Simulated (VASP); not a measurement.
Al2Au under changes of volume

One of the cells (17.882 Å³/atom); the others are scaled copies at fixed shape and fractional positions:

```
CELL_PARAMETERS angstrom
0.00000 2.99343 2.99343
2.99343 0.00000 2.99343
2.99343 2.99343 0.00000
ATOMIC_POSITIONS crystal
Au 0.00000 0.00000 0.00000
Al 0.75000 0.75000 0.75000
Al 0.25000 0.25000 0.25000
```

* Program: VASP 6.6.1
* Functional: PBE
* Dispersion: D3(BJ)
* Potentials or basis: VASP PAW PBE potentials, release 64 (Au, Al)
* Cutoff: 520 eV
* k mesh: 8 × 8 × 8
* Occupations: fermi-dirac, width 0.05 eV
* Spin: no spin polarisation

```csv
volume (Å³/atom),energy over the lowest point (meV/atom),pressure (GPa)
17.167,?,?
17.524,2.56,2.4
17.882,0.00,0.0
18.240,2.54,-2.2
18.597,9.61,-4.1
```

**Question.** What does the run at 17.167 Å³/atom give?

**Answer.** Energy over the lowest point 10.93 meV/atom; pressure 5.2 GPa.

Worked out: A Birch-Murnaghan fit of order 2 (a polynomial in V^(-2/3)) to the other rows has its minimum at 17.88 Å³/atom with B0 = V·E''(V) = 113 GPa. It gives 10.68 meV/atom at 17.167 Å³/atom, against the run's 10.93, and -dE/dV = 5.0 GPa, against 5.2.

Energies are extrapolated to zero smearing.

Caveats: pairwise dispersion overbinds metals, which lowers pressure and volume.
